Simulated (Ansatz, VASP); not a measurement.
Two plane-wave programs on CaO

```
CELL_PARAMETERS angstrom
0.00000 2.41542 2.41542
2.41542 0.00000 2.41542
2.41542 2.41542 0.00000
ATOMIC_POSITIONS crystal
Ca 0.50000 0.50000 0.50000
O 0.00000 0.00000 0.00000
```

Alike in both runs: task single point; functional PBE; k mesh 12 × 12 × 12; occupations gaussian, width 0.05 eV; no spin polarisation.

|  | VASP | Ansatz |
| --- | --- | --- |
| version | VASP 6.6.1 | Ansatz 0.2.0 |
| potentials or method | VASP PAW PBE potentials, release 64 (Ca_sv, O) | scalar-relativistic, plane waves, PAW |
| plane-wave cutoff (eV) | 520 | 420 |
| valence electrons in the cell | 16 | 16 |

|  | VASP | Ansatz | Ansatz less VASP |
| --- | --- | --- | --- |
| gap on the k mesh at the Fermi level (eV) | 3.64 | 3.66 | +0.018 |
| least direct gap on the mesh (eV) | 4.02 | 4.03 | +0.018 |
| pressure (GPa) | 0.6 | 0.0 | -0.55 |

The functional is the same, so the differences come from potentials, cutoffs and numerics.

A k mesh can miss the band edges. Expect the measured gap to be larger: semilocal functionals such as PBE lack the derivative discontinuity.
